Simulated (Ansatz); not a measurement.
# CuO: searching below the plain SCF

Plain starts of CuO have been run. Do the further runs listed below go lower? System: CuO, the deposited crystal structure (space group C2/c); the cell holds 4 atoms. Source: COD entry 9008961.

Method: DFT PBE+U, PAW, plane waves, scalar-relativistic; U − J = 4 eV on Cu d, in Ansatz 0.2.0.

### 1 Starting point

It takes space group C2/c (No. 15, monoclinic). Conventional cell: a = 4.653 Å, b = 3.410 Å, c = 5.108 Å, α = 90.00°, β = 99.48°, γ = 90.00°. Around Cu (site symmetry -1) lie 4 O at 1.95 Å. O (site symmetry 2) has 4 Cu at 1.95 Å as nearest neighbours.

Coordinates:

```cif
data_structure
_symmetry_space_group_name_H-M 'C2/c'
_symmetry_Int_Tables_number 15
_cell_length_a 4.6530
_cell_length_b 3.4100
_cell_length_c 5.1080
_cell_angle_alpha 90.000
_cell_angle_beta 99.480
_cell_angle_gamma 90.000
_cell_volume 79.94
loop_
_atom_site_label
_atom_site_type_symbol
_atom_site_symmetry_multiplicity
_atom_site_Wyckoff_symbol
_atom_site_fract_x
_atom_site_fract_y
_atom_site_fract_z
_atom_site_occupancy
Cu1 Cu 4 c 0.25000 0.25000 0.00000 1
O1 O 4 e 0.50000 0.91600 0.25000 1
```

In tables a label like O4 counts atoms in the order of input.yaml; a structure file may count by element.

Known so far: 8 plain starts ended in 3 states. The lowest came from “opposed moments +-, plain SCF [Cu1 1.00, Cu2 -1.00 μB]”: antiferromagnetic, site moments Cu1 0.53, Cu2 -0.53 μB, total 0.00 μB per cell, a gap of 0.36 eV on the k-mesh, free energy -14380.8138 eV.

Runs to come: parallel moments, default search for lower states; opposed moments +-, default search for lower states; whole orbital fillings typed, symmetry off, plain SCF; the moments typed in its input, standard search for lower states; the moments typed in its input, symmetry off, default search.

A plain SCF has the search for lower states switched off and ends at the first converged state. The default search lets the program follow hints of a lower state (another filling of open shells, a soft direction), where it sees any. The standard and full searches may also try other magnetic orders and fillings, and need not reach the lowest state. With a search on, the program may also reshape the start on open shells. 

Moments by site are taken inside atomic spheres; the rest lies between them.

### 2 Parallel moments, default search for lower states

Contents of input.yaml:

```yaml
crystal:
  lattice:
    - [2.3265, -1.705, 0.0]
    - [2.3265, 1.705, 0.0]
    - [-0.8413, 0.0, 5.03824]
  atoms:
    - { symbol: Cu, position: [0.0, 0.5, 0.0], spin: 1.0 }
    - { symbol: Cu, position: [0.5, 0.0, 0.5], spin: 1.0 }
    - { symbol: O, position: [0.584, 0.416, 0.25] }
    - { symbol: O, position: [0.416, 0.584, 0.75] }
magnetization:
  spin_polarized: true
hamiltonian:
  xc: pbe
  pseudopotentials: { kind: paw }
  hubbard: { sites: [{ species: Cu, l: d, u_eff: 4.0 }] }
basis:
  ecutwfc: 420
kpoints:
  mp_grid: { grid: [8, 8, 5] }
scf:
  occupations: { method: fermi_dirac, width: 0.1 }
output:
  forces: true
  stress: true
```

Started as:

```bash
ansatz run input.yaml --threads 2 --pin off --max-ram 5120MiB --backend cpu --events-out ev --progress --plain --runs-dir out
```

Standard output (excerpt; [...] marks lines left out):

```text
Cu: projections on atomic orbitals take those of the free atom [Ne] 3s2 3p6 3d10 4s1, of charge +0.00 (hamiltonian.pseudopotentials.projection_atoms); the dataset's partial waves leave at most 2.0e-6 of an orbital's norm unspanned inside its sphere
O: projections on atomic orbitals take those of the free atom [He] 2s2 2p4, of charge +0.00 (hamiltonian.pseudopotentials.projection_atoms); the dataset's partial waves leave at most 1.9e-8 of an orbital's norm unspanned inside its sphere
[...]
Pseudopotentials: kind: paw
Pseudopotential: Cu, paw, valence charge 19, recommended cutoff 420 eV (normal), Cu.paw.azcp
Pseudopotential: O, paw, valence charge 6, recommended cutoff 420 eV (normal), O.paw.azcp
Functional definition: PBE
[...]
Crystal: 4 atoms, lattice volume = 39.970 Å³
Basis set: ecut = 420 eV, 775 PW (Γ), exchange–correlation on 40×40×72 points (8 copies of the dense FFT grid, shifted against one another)
Bands: 32, of which v1, the nominal top of the filled ones, is band 25 counted from 1 (24 counted from 0)
Symmetry: 4 space group operations
Space group: C2/c (ITA 15), of the structure as read, at distance tolerance 3.4e-5 Å
Magnetic group: BNS 15.85 (UNI 92), of the structure as read, at distance tolerance 3.4e-5 Å
k-points: 93 of 320
[...]
Starting moments: Σ|m| = 2 μB on 2 of 4 sites
[...]
SCF iter  35: F=-14380.673507 eV  HF=-14380.673507 eV  |F-HF|=5.89e-9  |Δ(HF+E_count)|=   1.59e-8  Δρ=3.27e-6 (↑1.58e-6 ↓3.27e-6)  dr2=6.72e-9  dr2_m=4.36e-10  M=1.787 μB ∫|m|=1.850 μB  ethr=8.50e-11  ⟨swp⟩=1.6  Hψ=16611  notcnv=0
[...]
the last iteration of the SCF fills more bands at one k-point than at another: 25 at σ=↑ k=0 and 26 at σ=↑ k=2; 24 at σ=↓ k=0 and 25 at σ=↓ k=73 (a band counts as filled where it holds over half of its capacity, the bands of one level by their mean; [...]
SCF converged after 35 iterations
Magnetization: 1.7868 μB (25.8934 up, 24.1066 down)
Absolute magnetization: 1.8299 μB (∫|ρ↑−ρ↓|, with the PAW one-centre terms)
Spin contamination: 0.0093 ħ² per cell (⟨S²⟩ above its minimum at these occupations)
Per-site moments (μB) at R_I (Å): [(0.5731509328949228, 0.8032363046029816), (0.5731509328949225, 0.8032363046029816), (0.2933874250389491, 0.8032363046029816), (0.29338742503894927, 0.8032363046029816)]
Free energy (F): -14380.673507 eV
[...]
E sigma→0 (E₀):  -14380.654048 eV
Entropy (-TS):   -0.038919 eV (-9.730 meV/atom)
Fermi energy:    12.120284 eV
[...]
--- Forces (eV/Å), atoms counted from 1 ---
  atom   1  Cu     0.00000000     0.00000000    -0.00000000
  atom   2  Cu     0.00000000     0.00000000     0.00000000
  atom   3  O      0.00000000     0.08547056     0.00000000
  atom   4  O      0.00000000    -0.08547056     0.00000000
[...]
--- Stress (GPa, compression-positive) ---
       10.788986       0.000000      -0.921064
        0.000000      10.552271       0.000000
       -0.921053       0.000000      11.730474
  P = ⅓ Tr σ = 11.0239 GPa (110.239 kbar)
Occupation matrices written to <dir>
```

Run time: 16 s. Hardware: 2 threads of AMD EPYC 7B13 (Zen 3), shared host; peak memory 0.55 GiB.

End: ferromagnetic, site moments Cu1 0.57, Cu2 0.57, O3 0.29, O4 0.29 μB, total 1.79 μB per cell, no gap on the k-mesh. Against step 1, the lowest until now, it is 35.1 meV/atom higher.

### 3 Opposed moments +-, default search for lower states

Changes to input.yaml since step 2:

```diff
@@ -7,3 +7,3 @@
     - { symbol: Cu, position: [0.0, 0.5, 0.0], spin: 1.0 }
-    - { symbol: Cu, position: [0.5, 0.0, 0.5], spin: 1.0 }
+    - { symbol: Cu, position: [0.5, 0.0, 0.5], spin: -1.0 }
     - { symbol: O, position: [0.584, 0.416, 0.25] }
@@ -25 +25,5 @@
   stress: true
+  write_density: true
+  write_potential: true
+  elf: true
+  volumetric_format: npy
```

Started as:

```bash
ansatz run input.yaml --threads 2 --pin off --max-ram 5120MiB --backend cpu --events-out ev --progress --plain --runs-dir out
```

Standard output (excerpt; [...] marks lines left out):

```text
[... 14 lines as in an earlier run ...]
Symmetry: 2 space group operations
Space group: P-1 (ITA 2), of the structure as read, at distance tolerance 3.4e-5 Å
Magnetic group: BNS 15.89 (UNI 96), of the structure as read, at distance tolerance 3.4e-5 Å
k-points: 162 of 320
[... 6 lines as in an earlier run ...]
Starting moments: Σ|m| = 2 μB on 2 of 4 sites
Starting magnetic order: altermagnet, d-wave, bulk spin-momentum locking; spin-degenerate plane through Γ normal to [1 -1 0] of the run's lattice
[... 2 lines as in an earlier run ...]
[...]
SCF iter   1: F=—  HF=-14379.904198 eV  |F-HF|=—  |Δ(HF+E_count)|=         —  Δρ=9.02e-2 (↑9.02e-2 ↓9.02e-2)  dr2=9.16e-1  dr2_m=2.58e0  M=-0.000 μB ∫|m|=0.548 μB  β_m=0.30  ethr=1.82e-3  ⟨swp⟩=1.9  Hψ=48855  notcnv=0
[...]
[... 1 line as in an earlier run ...]
[...]
SCF iter  22: F=-14380.813796 eV  HF=-14380.813796 eV  |F-HF|=3.45e-9  |Δ(HF+E_count)|=   1.19e-8  Δρ=1.72e-6 (↑1.72e-6 ↓1.68e-6)  dr2=3.84e-9  dr2_m=4.16e-11  M=-0.000 μB ∫|m|=1.422 μB  ethr=8.86e-11  ⟨swp⟩=4.9  Hψ=55738  notcnv=0
[...]
SCF converged after 22 iterations
Magnetization: -0.0000 μB (25.0000 up, 25.0000 down)
Absolute magnetization: 1.4073 μB (∫|ρ↑−ρ↓|, with the PAW one-centre terms)
Spin contamination: 0.7723 ħ² per cell (⟨S²⟩ above its minimum at these occupations)
Per-site moments (μB) at R_I (Å): [(0.5285411207806909, 0.8032363046029816), (-0.5285413276739149, 0.8032363046029816), (7.118202140726737e-8, 0.8032363046029816), (7.118202148646262e-8, 0.8032363046029816)]
Free energy (F): -14380.813796 eV
[...]
E sigma→0 (E₀):  -14380.809796 eV
Entropy (-TS):   -0.008001 eV (-2.000 meV/atom)
Fermi energy:    12.224992 eV
[... 33 lines left out: energy terms, forces, stress, bands ...]
Occupation matrices written to <dir>
```

Wall time 22 s (2 threads of AMD EPYC 7B13 (Zen 3), shared host); peak memory 0.72 GiB.

The run ends in the same state as step 1 (antiferromagnetic); it took 22 iterations.

### 4 Whole orbital fillings typed, random choice 1 of orbitals (Cu1 5 up 4 down, Cu2 4 up 5 down), symmetry off, plain SCF

Contents of input.yaml:

```yaml
crystal:
  lattice:
    - [2.3265, -1.705, 0.0]
    - [2.3265, 1.705, 0.0]
    - [-0.8413, 0.0, 5.03824]
  atoms:
    - { symbol: Cu, position: [0.0, 0.5, 0.0], spin: 1.0 }
    - { symbol: Cu, position: [0.5, 0.0, 0.5], spin: -1.0 }
    - { symbol: O, position: [0.584, 0.416, 0.25] }
    - { symbol: O, position: [0.416, 0.584, 0.75] }
  symmetry: { detect: false, time_reversal: true }
magnetization:
  spin_polarized: true
hamiltonian:
  xc: pbe
  pseudopotentials: { kind: paw }
  hubbard:
    sites:
      - { site: 0, l: d, u_eff: 4.0, starting_ns: [{ spin: up, occupation_matrix: s0up }, { spin: down, occupation_matrix: s0down }] }
      - { site: 1, l: d, u_eff: 4.0, starting_ns: [{ spin: up, occupation_matrix: s1up }, { spin: down, occupation_matrix: s1down }] }
    occupation_matrices:
      s0up:
        matrix:
          - [0.999999, 0.0, 0.0, 0.0, 0.0]
          - [0.0, 0.999999, 0.0, 0.0, 0.0]
          - [0.0, 0.0, 0.999999, 0.0, 0.0]
          - [0.0, 0.0, 0.0, 0.999999, 0.0]
          - [0.0, 0.0, 0.0, 0.0, 0.999999]
      s0down:
        matrix:
          - [0.589949, -0.207355, 0.219897, -0.294777, -0.252316]
          - [-0.207355, 0.895143, 0.111198, -0.149064, -0.127592]
          - [0.219897, 0.111198, 0.882075, 0.15808, 0.13531]
          - [-0.294777, -0.149064, 0.15808, 0.788089, -0.181386]
          - [-0.252316, -0.127592, 0.13531, -0.181386, 0.844741]
      s1down:
        matrix:
          - [0.999999, 0.0, 0.0, 0.0, 0.0]
          - [0.0, 0.999999, 0.0, 0.0, 0.0]
          - [0.0, 0.0, 0.999999, 0.0, 0.0]
          - [0.0, 0.0, 0.0, 0.999999, 0.0]
          - [0.0, 0.0, 0.0, 0.0, 0.999999]
      s1up:
        matrix:
          - [0.690792, 0.043524, 0.040695, 0.458229, -0.008529]
          - [0.043524, 0.993873, -0.005728, -0.0645, 0.001201]
          - [0.040695, -0.005728, 0.994643, -0.060308, 0.001122]
          - [0.458229, -0.0645, -0.060308, 0.320925, 0.012639]
          - [-0.008529, 0.001201, 0.001122, 0.012639, 0.999764]
basis:
  ecutwfc: 420
kpoints:
  mp_grid: { grid: [8, 8, 5] }
scf:
  occupations: { method: fermi_dirac, width: 0.1 }
  lower_state_search: "off"
  max_iter: 200
output:
  forces: true
  stress: true
```

Started as:

```bash
ansatz run input.yaml --threads 2 --pin off --max-ram 5120MiB --backend cpu --events-out ev --progress --plain --runs-dir out
```

Standard output (excerpt; [...] marks lines left out):

```text
[... 14 lines as in an earlier run ...]
Symmetry: 1 space group operations
k-points: 162 of 320 (time reversal used)
[... 6 lines as in an earlier run ...]
Starting moments: Σ|m| = 2 μB on 2 of 4 sites
[... 2 lines as in an earlier run ...]
[...]
SCF iter   1: F=—  HF=-14377.758792 eV  |F-HF|=—  |Δ(HF+E_count)|=         —  Δρ=5.40e-2 (↑5.38e-2 ↓5.40e-2)  dr2=9.41e-1  dr2_m=5.12e-1  M=0.016 μB ∫|m|=1.553 μB  β_m=0.30  ethr=1.89e-3  ⟨swp⟩=1.9  Hψ=48793  notcnv=0
[...]
[... 1 line as in an earlier run ...]
[...]
WARN: hamiltonian.hubbard: on 2 of 4 specified blocks the occupation matrix of this SCF's result fails the test of the specified filling. At site 0 ↓ (sites count from 0 in the list of atoms of the cell that this SCF solves) the least filled combination of the orbitals specified full has [...]
spin-set hold released at iteration 15 (site moments' squared step at or under half its running peak, from the soft ceiling on): the magnetisation degrees of freedom join the quasi-Newton model from the next iteration; the mixer history was flushed
[...]
WARN: hamiltonian.hubbard: on 2 of 4 specified blocks the occupation matrix of this SCF's result fails the test of the specified filling. At site 0 ↓ (sites count from 0 in the list of atoms of the cell that this SCF solves) the least filled combination of the orbitals specified full has [...]
WARN: hamiltonian.hubbard: on 2 of 4 specified blocks the occupation matrix of this SCF's result fails the test of the specified filling. At site 0 ↓ (sites count from 0 in the list of atoms of the cell that this SCF solves) the least filled combination of the orbitals specified full has [...]
Spin contamination: 0.7722 ħ² per cell (⟨S²⟩ above its minimum at these occupations)
Per-site moments (μB) at R_I (Å): [(0.5285331404009792, 0.8032363046029816), (-0.5285363217097553, 0.8032363046029816), (1.2993305235014565e-6, 0.8032363046029816), (1.297971506968923e-6, 0.8032363046029816)]
Free energy (F): -14380.813796 eV
[...]
E sigma→0 (E₀):  -14380.809795 eV
Entropy (-TS):   -0.008002 eV (-2.001 meV/atom)
Fermi energy:    12.224994 eV
[... 17 lines left out: energy terms ...]
--- Specified on-site occupations, and those of the state reported ---
  electrons in the specified blocks: 18.0000 specified, 18.7746 found
  site 1 (l=d) ↑: largest change of an orbital's occupation 0.9632; electrons 4.0000 specified, 4.4454 found; spectral distance 0.4737
  site 0 (l=d) ↓: largest change of an orbital's occupation 0.8630; electrons 4.0000 specified, 4.4454 found; spectral distance 0.4737
  site 1 (l=d) ↓: largest change of an orbital's occupation 0.0238; electrons 5.0000 specified, 4.9419 found; spectral distance 0.0330
  site 0 (l=d) ↑: largest change of an orbital's occupation 0.0238; electrons 5.0000 specified, 4.9420 found; spectral distance 0.0330
[... 11 lines left out: forces, stress ...]
Occupation matrices written to <dir>
```

Run time: 39 s. Hardware: 2 threads of AMD EPYC 7B13 (Zen 3), shared host; peak memory 0.7 GiB.

Nothing new: the 26 iterations lead to the state found in step 1 (antiferromagnetic).

### 5 The moments typed in its input, standard search for lower states

Contents of input.yaml:

```yaml
crystal:
  lattice:
    - [2.3265, -1.705, 0.0]
    - [2.3265, 1.705, 0.0]
    - [-0.8413, 0.0, 5.03824]
  atoms:
    - { symbol: Cu, position: [0.0, 0.5, 0.0], spin: 1.0 }
    - { symbol: Cu, position: [0.5, 0.0, 0.5], spin: -1.0 }
    - { symbol: O, position: [0.584, 0.416, 0.25] }
    - { symbol: O, position: [0.416, 0.584, 0.75] }
magnetization:
  spin_polarized: true
hamiltonian:
  xc: pbe
  pseudopotentials: { kind: paw }
  hubbard: { sites: [{ species: Cu, l: d, u_eff: 4.0 }] }
basis:
  ecutwfc: 420
kpoints:
  mp_grid: { grid: [8, 8, 5] }
scf:
  occupations: { method: fermi_dirac, width: 0.1 }
  lower_state_search: standard
output:
  forces: true
  stress: true
  write_density: true
  write_potential: true
  elf: true
  volumetric_format: npy
```

Started as:

```bash
ansatz run input.yaml --threads 2 --pin off --max-ram 5120MiB --backend cpu --events-out ev --progress --plain --runs-dir out
```

Standard output (excerpt; [...] marks lines left out):

```text
[... 2 lines as in an earlier run ...]
the run goes by scf.lower_state_search standard: where its kind and settings allow, a search for a lower-energy state can add stability tests and further SCF calculations, which can take several times, in some runs tens of times, as long as the SCF (see the manual's entry of the key); [...]
[... 22 lines as in an earlier run ...]
Starting moments: Σ|m| = 2 μB on 2 of 4 sites
Starting magnetic order: altermagnet, d-wave, bulk spin-momentum locking; spin-degenerate plane through Γ normal to [1 -1 0] of the run's lattice
[... 3 lines as in an earlier run ...]
SCF iter   1: F=—  HF=-14379.904198 eV  |F-HF|=—  |Δ(HF+E_count)|=         —  Δρ=9.02e-2 (↑9.02e-2 ↓9.02e-2)  dr2=9.16e-1  dr2_m=2.58e0  M=-0.000 μB ∫|m|=0.548 μB  β_m=0.30  ethr=1.82e-3  ⟨swp⟩=1.9  Hψ=48855  notcnv=0
[...]
[... 1 line as in an earlier run ...]
[...]
SCF iter  22: F=-14380.813796 eV  HF=-14380.813796 eV  |F-HF|=3.45e-9  |Δ(HF+E_count)|=   1.19e-8  Δρ=1.72e-6 (↑1.72e-6 ↓1.68e-6)  dr2=3.84e-9  dr2_m=4.16e-11  M=-0.000 μB ∫|m|=1.422 μB  ethr=8.86e-11  ⟨swp⟩=4.9  Hψ=55738  notcnv=0
[...]
SCF converged after 22 iterations
Magnetization: -0.0000 μB (25.0000 up, 25.0000 down)
Absolute magnetization: 1.4073 μB (∫|ρ↑−ρ↓|, with the PAW one-centre terms)
Spin contamination: 0.7723 ħ² per cell (⟨S²⟩ above its minimum at these occupations)
Per-site moments (μB) at R_I (Å): [(0.5285411207806909, 0.8032363046029816), (-0.5285413276739149, 0.8032363046029816), (7.118202140726737e-8, 0.8032363046029816), (7.118202148646262e-8, 0.8032363046029816)]
Free energy (F): -14380.813796 eV
[...]
E sigma→0 (E₀):  -14380.809796 eV
Entropy (-TS):   -0.008001 eV (-2.000 meV/atom)
Fermi energy:    12.224992 eV
[... 33 lines left out: energy terms, forces, stress, bands ...]
Occupation matrices written to <dir>
```

Run time: 24 s. Hardware: 2 threads of AMD EPYC 7B13 (Zen 3), shared host; peak memory 0.73 GiB.

The run ends in the same state as step 1 (antiferromagnetic); it took 22 iterations.

[end of part 1 of 2]
